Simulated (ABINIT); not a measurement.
GaAs:

```
CELL_PARAMETERS angstrom
0.00000 2.82685 2.82685
2.82685 0.00000 2.82685
2.82685 2.82685 0.00000
ATOMIC_POSITIONS crystal
As 0.75000 0.75000 0.75000
Ga 0.00000 0.00000 0.00000
```

Base run:

| Quantity | Value |
| --- | --- |
| Program | ABINIT 10.8.3 (patched build) |
| Functional | PBE |
| Potentials or basis | JTH PAW PBE v2.0 |
| Cutoff | 463 eV |
| k mesh | 5 × 5 × 5 |
| Occupations | fermi-dirac, width 0.05 eV |
| Spin | no spin polarisation |

Its results: band gap on the k mesh 0.50 eV, direct; pressure 3.3 GPa.

Q: After a change of settings the same cell gave: band gap on the k mesh 0.48 eV, direct; pressure 4.4 GPa. Which change was it?
A. k mesh from 5 × 5 × 5 to 6 × 6 × 6
B. potentials or basis from JTH PAW PBE v2.0 to JTH PAW PBE v2.0 sp; k mesh from 5 × 5 × 5 to 8 × 8 × 8; valence electrons from 28 to 18
C. k mesh from 5 × 5 × 5 to 3 × 3 × 3
D. k mesh from 5 × 5 × 5 to 10 × 10 × 10

A: C.

Caveats: some runs use coarse meshes.
